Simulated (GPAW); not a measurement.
Crystal: Co.

```xyz
2
Lattice="2.4720 0.0000 0.0000 -1.2360 2.1408 0.0000 0.0000 0.0000 4.0211" Properties=species:S:1:pos:R:3 pbc="T T T"
Co    1.2360    0.7136    3.0159
Co    0.0000    1.4272    1.0053
```

Base run:

| Quantity | Value |
| --- | --- |
| Program | GPAW 26.7.0 |
| Functional | BLYP |
| Potentials or basis | PAW data sets generated in the run's folder for this functional |
| Cutoff | 600 eV |
| Basis | pw |
| k mesh | 12 × 12 × 7 |
| Occupations | fermi-dirac, width 0.05 eV |
| Spin | collinear spin, ferromagnetic start |
| Starting moments | [2.0, 2.0] μB |

Its results: pressure 13.9 GPa; net moment 3.13 μB per cell; site moments Co +1.63 μB.

The run is repeated on the same cell with these changes: functional from BLYP to PBEsol. What comes out?

Pressure -5.3 GPa; net moment 3.19 μB per cell; site moments Co +1.66 μB.

PBEsol binds more tightly than BLYP, so the same cell stands under less pressure.
